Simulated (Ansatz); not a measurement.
Input of an Ansatz 0.2.0 run:

Contents of input.yaml:

```yaml
crystal:
  lattice:
    - [-2.34185, 1.7113, 0.0]
    - [0.85003, 0.0, -5.05787]
    - [-2.34185, -5.1339, 0.0]
  atoms:
    - { symbol: Cu, position: [0.24799691, 0.00060149, 0.24329664] }
    - { symbol: Cu, position: [0.74799691, 0.00060149, 0.74329664] }
    - { symbol: Cu, position: [0.99799691, 0.50060149, 0.49329664] }
    - { symbol: Cu, position: [0.49799691, 0.50060149, 0.99329664] }
    - { symbol: O, position: [0.70719691, 0.75060149, 0.28409664] }
    - { symbol: O, position: [0.20719691, 0.75060149, 0.78409664] }
    - { symbol: O, position: [0.78879691, 0.25060149, 0.20249664] }
    - { symbol: O, position: [0.30482166, 0.24578955, 0.75612355] }
hamiltonian:
  xc: lda
  pseudopotentials: { kind: paw }
  hubbard: { sites: [{ species: Cu, l: d, u_eff: 5.3 }] }
kpoints:
  mp_grid: { grid: [9, 5, 5] }
  band_path:
    path:
      - [[0.0, 0.0, -0.5], [0.0, 0.0, 0.0], [0.0, 0.5, 0.0]]
      - [[0.0, 0.5, -0.5], [0.0, 0.0, 0.0], [0.5, -0.5, 0.0]]
      - [[0.5, -0.5, -0.5], [0.0, 0.0, 0.0], [0.5, 0.0, 0.0]]
      - [[0.5, 0.0, -0.5], [0.0, 0.0, 0.0]]
    npoints: 10
scf:
  occupations: { method: fermi_dirac, width: 0.05 }
  n_extra_bands: 20
output:
  forces: true
  stress: true
  eigenvalues: true
  fatbands: true
```

Potentials or basis: Ansatz PAW.

The run is started by

```console
$ ansatz run input.yaml --threads 4 --pin off --max-ram 11264MiB --backend cpu --events-out ev --progress --plain --runs-dir out
```

(1) What does it give for the largest force?

(2) Predict the pressure.

## Answers

(1) 2.448 eV/Å.

(2) -3.8 GPa.

Caveat: the pressure holds a Pulay correction of +0.9 GPa for the finite cutoff; the run has no spin polarisation, though such a crystal can be magnetic; U without spin polarisation on a metal has little footing; the PAW data sets come from PBE, with cores solved anew for the run's functional, which leaves a small shift of forces and pressure; forces of over 1 eV/Å show positions far from the minimum, so gaps and moduli don't describe the material at rest.
